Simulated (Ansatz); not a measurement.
MgF2:
```
CELL_PARAMETERS angstrom
      4.55509     0.00000     0.00000
      0.00000     4.55509     0.00000
      0.00000     0.00000     3.01254
ATOMIC_POSITIONS crystal
  Mg 0.00000 0.00000 0.00000
  Mg 0.50000 0.50000 0.50000
  F  0.30298 0.30298 0.00000
  F  0.19702 0.80298 0.50000
  F  0.69702 0.69702 0.00000
  F  0.80298 0.19702 0.50000
```

Relaxed with LDA. Special points in fractions of this cell's reciprocal vectors: Γ (0.000, 0.000, 0.000); X (0.000, 0.500, 0.000); M (0.500, 0.500, 0.000); Z (0.000, 0.000, 0.500); R (0.000, 0.500, 0.500); A (0.500, 0.500, 0.500).

List the band energies nearest the valence-band maximum at these points for LDA (plane waves, PAW; program Ansatz).

In eV from the valence-band maximum; about four levels below and three above (degenerate sets whole), none deeper than 8.9 eV; points with the same levels are listed once.

```
k                    below                    above
-  -----------------------  -----------------------
Γ   -0.75 -0.33 -0.33 0.00         7.09 12.15 12.15
X  -1.03 -1.03 -0.41 -0.41    9.54 9.54 13.39 13.39
M  -1.01 -1.01 -0.85 -0.85  11.24 11.24 11.35 11.35
Z  -1.28 -1.28 -0.93 -0.93  11.85 11.85 14.83 14.83
R  -0.78 -0.78 -0.72 -0.72  12.72 12.72 13.50 13.50
A  -0.66 -0.66 -0.51 -0.51  13.15 13.15 13.44 13.44
```

Space group P4_2/mnm (rutile). The cell was relaxed with LDA under the symmetry of its start.

Potentials: the later of the program's two PAW sets.
